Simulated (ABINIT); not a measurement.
## AlNi in ABINIT: the effect of potentials

Crystal: AlNi.

```
Ni Al
1.0
     2.88100    0.00000    0.00000
     0.00000    2.88100    0.00000
     0.00000    0.00000    2.88100
Ni Al
1 1
Direct
  0.50000 0.50000 0.50000
  0.00000 0.00000 0.00000
```

Alike in all runs:

| Quantity | Value |
| --- | --- |
| Program | ABINIT 10.8.3 (patched build) |
| Task | single point |
| Functional | r2SCAN |
| k mesh | 7 × 7 × 7 |
| Occupations | fermi-dirac, width 0.05 eV |
| Spin | collinear spin, ferromagnetic start |
| Starting moments | [1.0, 0.0] μB |

| potentials | cutoff | pressure (GPa) |
| --- | --- | --- |
| Ansatz PAW PBE default generated set, frozen core | 490 eV | -3.6 |
| JTH PAW PBE v2.0 | 1333 eV | -2.8 |
| Ansatz NC r2SCAN | 1660 eV | -3.3 |
| SG15 NC PBE v1.2 | 1143 eV | ? |
| PseudoDojo NC SR PBE v0.4.1 standard | 1605 eV | -2.8 |

What does the run with potentials SG15 NC PBE v1.2 give?

Pressure -2.1 GPa.

Caveats: small starting moments can end in a higher magnetic state in this program; the PAW data sets were made with another functional, which shifts forces and pressure a little (some runs); the potentials were made for another functional, which shifts forces and pressure (some runs); the atomic spheres overlap (some runs); a meta-GGA on potentials with a model core is unreliable (some runs).

The runs don't all hold the same shells in valence.
